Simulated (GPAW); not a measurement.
A run of GPAW 26.7.0:

The input run.py:

```python
from ase.eos import EquationOfState
from ase.io import Trajectory, read
from ase.units import GPa
from gpaw import GPAW, PW

atoms = read('Pr.cif')
atoms.set_initial_magnetic_moments([2.0])

traj = Trajectory('eos.traj', 'w')
volumes, energies = [], []
for x in [0.94, 0.96, 0.98, 1.0, 1.02, 1.04, 1.06]:
    a = atoms.copy()
    a.set_cell(atoms.cell * x**(1 / 3), scale_atoms=True)
    calc = GPAW(mode=PW(800),
                xc='PBE',
                kpts={'size': (7, 7, 7), 'gamma': True},
                occupations={'name': 'fermi-dirac', 'width': 0.05},
                setups={'Pr': ':f,7.0'},
                nbands=18,
                convergence={'density': 1e-05, 'energy': 1e-05},
                maxiter=150,
                txt=f'eos-{x:.2f}.txt')
    a.calc = calc
    energies.append(a.get_potential_energy(force_consistent=True))
    volumes.append(a.get_volume())
    p = -a.get_stress()[:3].mean() / GPa
    calc.write(f'eos-{x:.2f}.gpw')
    traj.write(a)
    print(f'{x:.2f} {volumes[-1]:10.4f} A^3 {energies[-1]:14.6f} eV {p:9.3f} GPa', flush=True)

v0, e0, B = EquationOfState(volumes, energies, eos='birchmurnaghan').fit()
print(f'V0 = {v0:.4f} A^3, E0 = {e0:.6f} eV, B0 = {B / GPa:.2f} GPa')
```

Contents of Pr.cif:

```cif
data_Pr
_cell_length_a 3.63275513
_cell_length_b 3.63275513
_cell_length_c 3.63275513
_cell_angle_alpha 109.47122063
_cell_angle_beta 109.47122063
_cell_angle_gamma 109.47122063
_space_group_name_H-M_alt 'P1'
_space_group_name_Hall 'P 1'
_space_group_IT_number 1
loop_
_space_group_symop_operation_xyz
'x,y,z'
loop_
_atom_site_label
_atom_site_type_symbol
_atom_site_symmetry_multiplicity
_atom_site_Wyckoff_symbol
_atom_site_fract_x
_atom_site_fract_y
_atom_site_fract_z
_atom_site_occupancy
Pr1 Pr 1 a 0.0000000000 0.0000000000 0.0000000000 1
```

Potentials or basis: GPAW PAW data sets (gpaw-data 1.2.1), pw.

Run with:

```sh
$ OMP_NUM_THREADS=1 python run.py
```

Hardware: 1 thread of Arm Neoverse V1 (shared host).

**Question.** Estimate the wall time of this run.

**Answer.** Wall time 5.9 min on 1 thread of Arm Neoverse V1, on a shared host, peak memory 0.43 GiB. Counts: scf iterations 134, plane waves 1800, bands 18, k points 20.
